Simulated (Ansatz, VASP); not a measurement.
## Two plane-wave programs on H

Contents of INCAR:

```
ALGO = Normal ; EDIFF = 1E-7
ENCUT = 520 ; GGA = CA
ISIF = 2 ; ISMEAR = 0
LASPH = True ; LCHARG = True
LELF = True ; LREAL = False
LVHAR = True ; LWAVE = False
NBANDS = 10 ; NELM = 100
PREC = Accurate ; SIGMA = 0.05
```

Contents of KPOINTS:

```
k-points
0
Gamma
  8 8 4
```

POSCAR

```
H
1.0
    1.6979878158     -2.8136388769      0.0000000000
    1.6979878158      2.8136388769      0.0000000000
    0.0000000000      0.0000000000      6.3137686200
H
4
Direct
    0.5678085000      0.4321915000      0.9995149500
    0.4321915000      0.5678085000      0.0004850500
    0.4321915000      0.5678085000      0.4995149500
    0.5678085000      0.4321915000      0.5004850500
```

Input for Ansatz:

```yaml
crystal:
  lattice:
    - [1.6979878158, -2.8136388769, 0.0]
    - [1.6979878158, 2.8136388769, 0.0]
    - [0.0, 0.0, 6.31376862]
  atoms:
    - { symbol: H, position: [0.5678085, 0.4321915, 0.99951495] }
    - { symbol: H, position: [0.4321915, 0.5678085, 0.00048505] }
    - { symbol: H, position: [0.4321915, 0.5678085, 0.49951495] }
    - { symbol: H, position: [0.5678085, 0.4321915, 0.50048505] }
basis:
  ecutwfc: 420
kpoints:
  mp_grid: { grid: [8, 8, 4] }
hamiltonian:
  xc: lda
scf:
  occupations: { method: gaussian, width: 0.05 }
output:
  forces: true
  stress: true
  eigenvalues: true
```

Change from the starting cell: strain +0.0300 x Voigt [1, 1, 0, 0, 0, 0], atoms carried along.

Alike in both runs: task single point; functional LDA; k mesh 8 × 8 × 4; occupations gaussian, width 0.05 eV; no spin polarisation.

|  | VASP | Ansatz |
| --- | --- | --- |
| version | VASP 6.6.1 | Ansatz 0.2.0 |
| potentials or method | VASP PAW LDA potentials, release 64 (H) | scalar-relativistic, plane waves, PAW |
| plane-wave cutoff (eV) | 520 | 420 |
| valence electrons in the cell | 4 | 4 |

VASP gave:

```
gap on the k mesh at the Fermi level (eV)       : 7.63
least direct gap on the mesh (eV)               : 7.63
pressure (GPa)                                  : -0.3
largest component of the traceless stress (GPa) : 0.31
rms of the force components (eV/Å)              : 0.111
```

Q: What did Ansatz give for the same quantities?

A: gap on the k mesh at the Fermi level (eV): 7.63; least direct gap on the mesh (eV): 7.64; pressure (GPa): -0.2; largest component of the traceless stress (GPa): 0.29; rms of the force components (eV/Å): 0.103.

Atom by atom the forces differ by 0.008 eV/Å (rms over components).

A k mesh can miss the band edges.
